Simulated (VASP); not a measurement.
# Fe2O3 (Hematite) (R-3c) in VASP: notebook, part 3 of 3

VASP 6.6.1. Earlier steps stand in the parts before.

### Step 5. Relaxation of cell and atoms, PBE+U, collinear spin, ferromagnetic start

This run uses another cell than the first one, of 10.09 Å³/atom, 0.959 times its volume.

File INCAR:

```
SYSTEM = Fe2O3
  ALGO = Normal
  AMIX = 0.2
  AMIX_MAG = 0.8
  BMIX = 1E-4
  BMIX_MAG = 1E-4
  EDIFF = 1E-6
  EDIFFG = -0.01
  ENCUT = 600
  GGA = PE
  IBRION = 2
  ISIF = 3
  ISMEAR = 0
  ISPIN = 2
  KPAR = 4
  LASPH = .True.
  LCHARG = .False.
  LDAU = .True.
  LDAUJ = 0 0
  LDAUL = 2 -1
  LDAUPRINT = 1
  LDAUTYPE = 2
  LDAUU = 4 0
  LMAXMIX = 4
  LORBIT = 11
  LREAL = .False.
  LWAVE = .False.
  MAGMOM = 5 5 5 5 0 0 0 0 0 0
  NELM = 150
  NSW = 90
  PREC = Accurate
  SIGMA = 0.03
```

File KPOINTS:

```
k-points
0
Gamma
  9 9 7
  0 0 0
```

File POSCAR:

```
Fe2O3
1.0
    2.5190000000      1.4543453300      4.5906666700
   -2.5190000000      1.4543453300      4.5906666700
    0.0000000000     -2.9086906600      4.5906666700
Fe O
4 6
Direct
    0.3553000000      0.3553000000      0.3553000000
    0.1447000000      0.1447000000      0.1447000000
    0.6447000000      0.6447000000      0.6447000000
    0.8553000000      0.8553000000      0.8553000000
    0.5559000000      0.9441000000      0.2500000000
    0.2500000000      0.5559000000      0.9441000000
    0.9441000000      0.2500000000      0.5559000000
    0.4441000000      0.0559000000      0.7500000000
    0.7500000000      0.4441000000      0.0559000000
    0.0559000000      0.7500000000      0.4441000000
```

Potentials or basis: VASP PAW PBE potentials, release 64 (Fe, O).

Command:

```bash
$ cat potpaw_PBE.64/Fe/POTCAR potpaw_PBE.64/O/POTCAR > POTCAR
$ mpirun -np 4 vasp_std > vasp.out
```

OUTCAR:

```text
SYSTEM = Fe2O3
   AMIX = 0.2
   AMIX_MAG = 0.8
   EDIFF = 1E-6
   EDIFFG = -0.01
   ENCUT = 600
   GGA = PE
   IBRION = 2
   ISIF = 3
   ISMEAR = 0
   ISPIN = 2
   LASPH = .True.
   LORBIT = 11
   LREAL = .False.
   NELM = 150
   NSW = 90
   PREC = Accurate

 ion  position               nearest neighbor table
   1  0.355  0.355  0.355-  10 1.95   8 1.95   9 1.95   5 2.12   6 2.12   7 2.12   2 2.90   3 2.97
                             3 2.97   3 2.97
   2  0.145  0.145  0.145-   9 1.95   8 1.95  10 1.95   5 2.12   7 2.12   6 2.12   1 2.90   4 2.97
                             4 2.97   4 2.97
   3  0.645  0.645  0.645-   7 1.95   5 1.95   6 1.95   8 2.12   9 2.12  10 2.12   4 2.90   1 2.97
                             1 2.97   1 2.97
   4  0.855  0.855  0.855-   6 1.95   5 1.95   7 1.95   8 2.12  10 2.12   9 2.12   3 2.90   2 2.97
                             2 2.97   2 2.97
   5  0.556  0.944  0.250-   3 1.95   4 1.95   1 2.12   2 2.12
   6  0.250  0.556  0.944-   4 1.95   3 1.95   1 2.12   2 2.12
[... 2753 lines left out ...]

 number of electron      68.0000000 magnetization      19.9999998

------------------------ aborting loop because EDIFF is reached ----------------------------------------
[... 215 lines left out ...]
--------------------------------------- Ionic step       10  -------------------------------------------

 number of electron      68.0000000 magnetization      19.9999998

 Free energy of the ion-electron system (eV)
  ---------------------------------------------------
  ext. energy  EPLUGINS =         0.00000000
  ---------------------------------------------------
  free energy    TOTEN  =       -67.55675792 eV

  energy without entropy =      -67.55675792  energy(sigma->0) =      -67.55675792

 E-fermi :   3.5885     XC(G=0): -11.3573

 val. band max:        3.3965917735   @ k =   0.0000   0.0000   0.0000
 cond. band min:       4.4974434108   @ k =  -0.3333   0.0000   0.2857
 fundamental gap:      1.1008516373
 Fermi energy:         3.5885222576

 spin component 1

 k-point     1 :       0.0000    0.0000    0.0000
  band No.  band energies     occupation
      1     -15.4717      1.00000
      2     -14.1040      1.00000
      3     -14.1040      1.00000
      4     -14.0161      1.00000
      5     -13.9936      1.00000
      6     -13.9936      1.00000
[... 2345 lines left out ...]
     45      11.8567      0.00000
     46      12.9500      0.00000

 [... further k-points ...]

 [bands above 46 left out]

------------------------ aborting loop because EDIFF is reached ----------------------------------------

  FORCE on
```

Run time: 80 min. Hardware: 4 MPI ranks of Intel Xeon Platinum 8375C at 2.90GHz (Ice Lake), shared host; peak memory 1.4 GiB.

Results:

* Free energy: -67.5568 eV
* Relaxed volume: 10.52 Å³/atom
* Relaxed cell: a = 5.489 Å, b = 5.489 Å, c = 5.489 Å, α = 55.66°, β = 55.66°, γ = 55.66°
* Space group after relaxing (to 0.05 Å): R-3c (No. 167)
* Energy gained by relaxing: 13.5 meV/atom
* Ionic steps: 10
* Pressure after relaxing: -0.1 GPa
* Largest force after relaxing: 0.004 eV/Å
* Band gap on the k mesh: 1.10 eV, indirect (least direct gap 1.31 eV)
* Net moment: 20.00 μB per cell
* Site moments: Fe +4.33; O +0.37 μB
* Valence electrons inside the program's atomic spheres: Fe 6.65; O 5.03

Forces in eV/Å, atoms in the order of the input:
```
Fe   0.000  0.000 -0.004
Fe   0.000  0.000  0.004
Fe   0.000  0.000  0.004
Fe   0.000  0.000 -0.004
O    0.003  0.000  0.000
O   -0.002  0.003  0.000
O   -0.002 -0.003  0.000
O   -0.003  0.000  0.000
O    0.002 -0.003  0.000
O    0.002  0.003  0.000
```

Step by step:
| step | energy change (eV) | largest force (eV/Å) | pressure (GPa) | volume (Å³) |
| --- | --- | --- | --- | --- |
| 1 | 0.0000 | 0.3199 | 8.77 | 100.91 |
| 2 | -0.0475 | 0.0596 | -6.61 | 109.18 |
| 3 | -0.1294 | 0.1523 | -0.38 | 105.38 |
| 4 | -0.1294 | 0.1548 | -0.19 | 105.29 |
| 5 | -0.1339 | 0.0679 | 0.04 | 105.11 |
| 6 | -0.1345 | 0.0214 | 0.23 | 105.02 |
| 7 | -0.1347 | 0.0085 | -0.16 | 105.24 |
| 8 | -0.1347 | 0.0118 | -0.04 | 105.18 |
| 9 | -0.1347 | 0.0113 | -0.09 | 105.19 |
| 10 | -0.1348 | 0.0044 | -0.07 | 105.18 |

Final structure:
```
Fe O
1.0
     2.56264    1.47954    4.62366
    -2.56264    1.47954    4.62366
     0.00000   -2.95908    4.62366
Fe O
4 6
Direct
  0.35379 0.35379 0.35379
  0.14621 0.14621 0.14621
  0.64621 0.64621 0.64621
  0.85379 0.85379 0.85379
  0.55446 0.94554 0.25000
  0.25000 0.55446 0.94554
  0.94554 0.25000 0.55446
  0.44554 0.05446 0.75000
  0.75000 0.44554 0.05446
  0.05446 0.75000 0.44554
```

Levels at points of the mesh, in eV from the valence-band top:
Spin up:
```tsv
k point	band 40	band 41	band 42	band 43	band 44	band 45	band 46	band 47	band 48	band 49
(0.00, 0.00, 0.00)	-0.85	-0.44	-0.44	0.00	0.00	4.08	8.01	10.04	10.27	11.08
```
Spin down:
```tsv
k point	band 22	band 23	band 24	band 25	band 26	band 27
(0.00, 0.00, 0.00)	-0.97	-0.97	-0.80	1.40	1.40	1.40
```

Eigenvalues of the final occupation matrices:
| site | spin | trace | eigenvalues |
| --- | --- | --- | --- |
| site 1 d | 1 | 5.03 | 0.98 0.98 0.98 1.04 1.04 |
| site 1 d | 2 | 0.76 | 0.07 0.07 0.08 0.28 0.28 |
| site 2 d | 1 | 5.03 | 0.98 0.98 0.98 1.04 1.04 |
| site 2 d | 2 | 0.76 | 0.07 0.07 0.08 0.28 0.28 |
| site 3 d | 1 | 5.03 | 0.98 0.98 0.98 1.04 1.04 |
| site 3 d | 2 | 0.76 | 0.07 0.07 0.08 0.28 0.28 |
| site 4 d | 1 | 5.03 | 0.98 0.98 0.98 1.04 1.04 |
| site 4 d | 2 | 0.76 | 0.07 0.07 0.08 0.28 0.28 |

Caveat: an odd mesh through Γ misses points on the zone boundary, where band edges often lie; only a ferromagnetic start was run, and an antiferromagnetic order may lie lower in energy. Zero-point motion and thermal expansion aren't in these numbers.

### Step 6. Overview

| task | cell | by perturbation theory | gap on the mesh (eV) | pressure (GPa) | moment (μB) |
| --- | --- | --- | --- | --- | --- |
| relaxation of cell and atoms | relaxed | - | 1.10 | -0.1 | 20.00 |
| phonons | R-3c, 10.51 Å³/atom | no | - | - | 20.00 |
| single point | R-3c, 10.09 Å³/atom | - | 1.01 | 8.8 | 20.00 |

Alike in all rows: level PBE+U; potentials or basis VASP PAW PBE potentials, release 64 (Fe, O); spin collinear, ferromagnetic start; Fe d U = 4.0 eV; k mesh 9 × 9 × 7; cutoff (eV) 600; smearing gaussian 0.03 eV.

Caveats: only a ferromagnetic start was run, and an antiferromagnetic order may lie lower in energy; an odd mesh through Γ misses points on the zone boundary, where band edges often lie (some runs).

Absolute energies hang on the potentials; compare differences alone.
